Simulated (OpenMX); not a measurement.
ZrS2:

```
Zr S
1.0
     3.69138    0.00000    0.00000
    -1.84569    3.19683    0.00000
     0.00000    0.00000    6.04108
Zr S
1 2
Direct
  0.00000 0.00000 0.00000
  0.33333 0.66667 0.23791
  0.66667 0.33333 0.76209
```

The cell is a database's computed one.

| Quantity | Value |
| --- | --- |
| Program | OpenMX 3.8.5 |
| Task | single point |
| Functional | PBE |
| Potentials or basis | OpenMX 2013 PBE set, Zr7.0-s3p2d2, S7.0-s2p2d1f1, grid cutoff 400 Ry |
| k mesh | 9 × 9 × 5 |
| Occupations | fermi-dirac, width 0.05 eV |
| Spin | no spin polarisation |

On this cell: pressure 2.3 GPa; largest force 0.448 eV/Å; band gap on the k mesh 0.93 eV, indirect (least direct gap 1.48 eV).

The same run follows on a disturbed copy (atoms moved at random, drawn with an rms of 0.05 Å):

```
CELL_PARAMETERS angstrom
3.69138 0.00000 0.00000
-1.84569 3.19683 0.00000
0.00000 0.00000 6.04108
ATOMIC_POSITIONS crystal
Zr 0.00233 0.00147 0.00065
S 0.32714 0.66818 0.24361
S 0.67227 0.34663 0.75504
```

What changes?

The energy moves by -4.0 meV/atom; pressure 0.3 GPa; largest force 0.170 eV/Å; band gap on the k mesh 0.83 eV, indirect (least direct gap 1.46 eV).

Forces in eV/Å, atoms in the order of the input:
```
Zr  -0.055  0.051 -0.107
S    0.110  0.099  0.058
S   -0.054 -0.153  0.051
```

Caveats: an odd mesh through Γ misses points on the zone boundary, where band edges often lie; the basis of atomic orbitals isn't converged, which shifts pressures, moduli and gaps; this functional lacks dispersion, which binds the layers, so the pressure and a relaxed spacing across them are unreliable (some runs).
